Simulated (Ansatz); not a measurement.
BaTiO3: band structure with PBE

BaTiO3:

```xyz
5
Lattice="3.9998 0.0000 0.0000 0.0000 3.9998 0.0000 0.0000 0.0000 4.0180" Properties=species:S:1:pos:R:3 pbc="T T T"
Ba    0.0000    0.0000    0.0000
Ti    1.9999    1.9999    1.9688
O     0.0000    1.9999    2.0773
O     1.9999    0.0000    2.0773
O     1.9999    1.9999    0.0763
```

| Property | Result |
| --- | --- |
| Program | Ansatz 0.2.0 |
| Task | band structure |
| Functional | PBE |
| Potentials or basis | Ansatz PAW |
| Cutoff | 420 eV (not typed: the program's choice for these potentials) |
| k mesh | 7 × 7 × 7 |
| Occupations | fermi-dirac, width 0.05 eV |
| Spin | spin-orbit coupling, no magnetisation |
| Path | [["G", "X", "M", "G", "Z", "R", "A", "Z"], ["X", "R"], ["M", "A"]] |
| Points for each segment of the path | 14 |

```
Pressure                : 2.4 GPa
Largest force           : 0.310 eV/Å
Band gap on the k mesh  : 1.93 eV, indirect (least direct gap 2.04 eV)
Band gap along the path : 1.84 eV, indirect (least direct gap 2.04 eV)
```

Forces on the atoms (eV/Å):
```
Ba   0.000  0.000  0.042
Ti   0.000  0.000 -0.148
O    0.000  0.000 -0.102
O    0.000  0.000 -0.102
O    0.000  0.000  0.310
```

Stress tensor (GPa, compression positive):
```
2.13 0.00 0.00
0.00 2.13 0.00
0.00 0.00 3.02
```

Levels at the corners of the path, in eV from the valence-band top:
| point | band 36 | band 37 | band 38 | band 39 | band 40 | band 41 | band 42 | band 43 | band 44 | band 45 |
| --- | --- | --- | --- | --- | --- | --- | --- | --- | --- | --- |
| Γ | -0.34 | -0.21 | -0.21 | -0.21 | -0.21 | 1.84 | 1.84 | 2.04 | 2.04 | 2.06 |
| X | -1.68 | -0.91 | -0.91 | -0.80 | -0.80 | 2.16 | 2.16 | 3.53 | 3.53 | 3.57 |
| M | -1.00 | -0.86 | -0.86 | -0.05 | -0.05 | 3.58 | 3.58 | 3.60 | 3.60 | 3.99 |
| Γ | -0.34 | -0.21 | -0.21 | -0.21 | -0.21 | 1.84 | 1.84 | 2.04 | 2.04 | 2.06 |
| Z | -1.86 | -0.68 | -0.68 | -0.65 | -0.65 | 1.96 | 1.96 | 3.58 | 3.58 | 3.60 |
| R | -0.93 | -0.79 | -0.79 | -0.13 | -0.13 | 3.56 | 3.56 | 3.61 | 3.61 | 3.97 |
| A | -0.09 | -0.08 | -0.08 | 0.00 | 0.00 | 4.20 | 4.20 | 4.20 | 4.20 | 4.22 |
| Z | -1.86 | -0.68 | -0.68 | -0.65 | -0.65 | 1.96 | 1.96 | 3.58 | 3.58 | 3.60 |
| X | -1.68 | -0.91 | -0.91 | -0.80 | -0.80 | 2.16 | 2.16 | 3.53 | 3.53 | 3.57 |
| R | -0.93 | -0.79 | -0.79 | -0.13 | -0.13 | 3.56 | 3.56 | 3.61 | 3.61 | 3.97 |
| M | -1.00 | -0.86 | -0.86 | -0.05 | -0.05 | 3.58 | 3.58 | 3.60 | 3.60 | 3.99 |
| A | -0.09 | -0.08 | -0.08 | 0.00 | 0.00 | 4.20 | 4.20 | 4.20 | 4.20 | 4.22 |

Wall time 89 s on 2 threads of Arm Neoverse V1, with other jobs on the host, peak memory 0.81 GiB.

Caveat: the k mesh misses the band edges, so the gap on the mesh is wider than the one along the path; the pressure holds a Pulay correction of +0.5 GPa for the finite cutoff. PBE gaps usually lie below the measured ones, often by a third to a half.
